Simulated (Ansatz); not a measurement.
Runs of Ansatz 0.2.0 on Ag2O. It takes space group Pn-3m (No. 224, cubic). The conventional cell has a = 4.718 Å, b = 4.718 Å, c = 4.718 Å, α = 90.00°, β = 90.00°, γ = 90.00°. Around Ag (site symmetry -3m) lie 2 O at 2.04 Å. O (site symmetry -43m) is surrounded by 4 Ag at 2.04 Å. 

| level | cell | target pressure (GPa) | gap on the mesh (eV) | pressure (GPa) | relaxed volume (Å³/atom) |
| --- | --- | --- | --- | --- | --- |
| LDA | relaxed | - | (a) | 0.0 | 16.62 |
| PBEsol | relaxed to 30 GPa | 30 | 0.44 | 30.0 | - |
| PBEsol | relaxed | - | none | 0.0 | 17.39 |
| PBE | relaxed | - | none | 0.0 | (b) |
| PBEsol | relaxed to 20 GPa | 20 | 0.31 | 20.0 | - |

Alike in all rows: task relaxation of cell and atoms; potentials or basis Ansatz PAW; no spin polarisation; k mesh 5 × 5 × 5; cutoff (eV) 420; smearing fermi-dirac 0.05 eV.

Problem. Estimate the missing entries.

Solution. (a) 0.11; (b) 18.58.

Caveats: the plane-wave basis is chosen anew once the cell has moved, so the energies of steps on either side of that aren't comparable; the PAW data sets come from PBE, with cores solved anew for the run's functional, which leaves a small shift of forces and pressure (some runs); odd divisions of the mesh miss points on the zone boundary, where band edges often lie, so the gap on the mesh can be too wide (some runs); the volume moved by over 15 % at a fixed basis, so the end points are rough (some runs).

A k mesh can miss the band edges, and the runs leave out spin-orbit coupling on Ag.

A gap of «none» marks a metal or a gap under the smearing width.
